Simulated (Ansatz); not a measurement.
# GaN (h-MgO type): gap against strain (uniaxial along x, other directions held)

GaN built on the h-MgO prototype, relaxed with r2SCAN in the plane-wave code Ansatz, then strained (uniaxial along x, other directions held; changes of length per length, axes as in the cell below) with the atoms relaxed again within the symmetry that is left. It is hexagonal, P6_3/mmc (No. 194); conventional cell a = 3.300 Å, c = 4.756 Å, 11.21 Å³ an atom. Around Ga lie 3 N at 1.91 Å; around N lie 3 Ga at 1.91 Å. (Calculated; spin-unpolarised; the phase may be known or hypothetical.)

```
Ga N
1.0
     3.30003    0.00000    0.00000
    -1.65002    2.85791    0.00000
     0.00000    0.00000    4.75587
Ga N
2 2
Direct
  0.33333 0.66667 0.25000
  0.66667 0.33333 0.75000
  0.66667 0.33333 0.25000
  0.33333 0.66667 0.75000
```

Gaps are the least over each mesh (PBE 12×12×6, r2SCAN 12×12×6, HSE06 6×6×4 when unstrained) and the special points, which keep their unstrained names; stress is the change from the unstrained cell, compression positive.

| strain (%) | gap, PBE (eV) | gap, r2SCAN (eV) | gap, HSE06 (eV) | edges, HSE06 | stress along the strain, r2SCAN (GPa) | energy rise, r2SCAN (meV/atom) |
| --- | --- | --- | --- | --- | --- | --- |
| -3.38 | 1.783 | 2.205 | 3.024 | Γ | +15.08 | 17.3 |
| -1.68 | 1.619 | 2.034 | 2.843 | Γ | +7.17 | 4.2 |
| 0.0 | 1.458 | 1.867 | 2.666 | Γ | 0.00 | 0.0 |
| +1.59 | 1.309 | 1.711 | 2.499 | Γ | -6.20 | 3.5 |

Between zero and the nearest strains the slope of the HSE06 gap against strain is -0.106 eV per percent for negative and -0.105 for positive strain.

The meshes of the hybrids are coarse, so their gaps aren't converged to the digits shown.
